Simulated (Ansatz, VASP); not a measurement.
Cd in VASP and in Ansatz

File INCAR:

```
PREC = Accurate
ENCUT = 520
EDIFF = 1E-6
ISMEAR = 0
SIGMA = 0.15
LREAL = F
LASPH = T
NELM = 80
ALGO = Fast
ISIF = 2
LWAVE = F
LCHARG = F
GGA = PS
NBANDS = 12
```

File KPOINTS:

```
Automatic mesh
0
Gamma
  18 18 18
```

POSCAR

```
Cd
1.0
   -1.7843220000      1.7843220000      1.6415762400
    1.7843220000     -1.7843220000      1.6415762400
    1.7843220000      1.7843220000     -1.6415762400
Cd
1
Direct
    0.0000000000      0.0000000000      0.0000000000
```

Input for Ansatz:

```yaml
crystal:
  lattice:
    - [-1.784322, 1.784322, 1.64157624]
    - [1.784322, -1.784322, 1.64157624]
    - [1.784322, 1.784322, -1.64157624]
  atoms:
    - { symbol: Cd, position: [0.0, 0.0, 0.0] }
basis:
  ecutwfc: 420
kpoints:
  mp_grid: { grid: [18, 18, 18] }
hamiltonian:
  xc: pbesol
scf:
  occupations: { method: gaussian, width: 0.15 }
output:
  forces: true
  stress: true
  eigenvalues: true
```

Change from the starting cell: strain +0.000 along x and y, -0.080 along z, atoms carried along.

Alike in both runs: task single point; functional PBEsol; k mesh 18 × 18 × 18; occupations gaussian, width 0.15 eV; no spin polarisation.

|  | VASP | Ansatz |
| --- | --- | --- |
| version | VASP 6.6.1 | Ansatz 0.2.0 |
| potentials or method | VASP PAW PBE potentials, release 64 (Cd) | scalar-relativistic, plane waves, PAW |
| plane-wave cutoff (eV) | 520 | 420 |
| valence electrons in the cell | 12 | 20 |

Ansatz gave:

| Item | Value |
| --- | --- |
| gap on the k mesh at the Fermi level (eV) | none |
| pressure (GPa) | 1.0 |
| largest component of the traceless stress (GPa) | 1.51 |

Estimate VASP's values.

gap on the k mesh at the Fermi level (eV): none; pressure (GPa): 1.4; largest component of the traceless stress (GPa): 1.50.

A gap of «none» marks a metal or a gap that the smearing closes. With one functional, cell and mesh, what is left measures potentials, basis and numerics. The two sets of potentials don't hold the same shells in valence.

Caveats: the PAW data sets were made with another functional, which shifts forces and pressure a little (VASP).
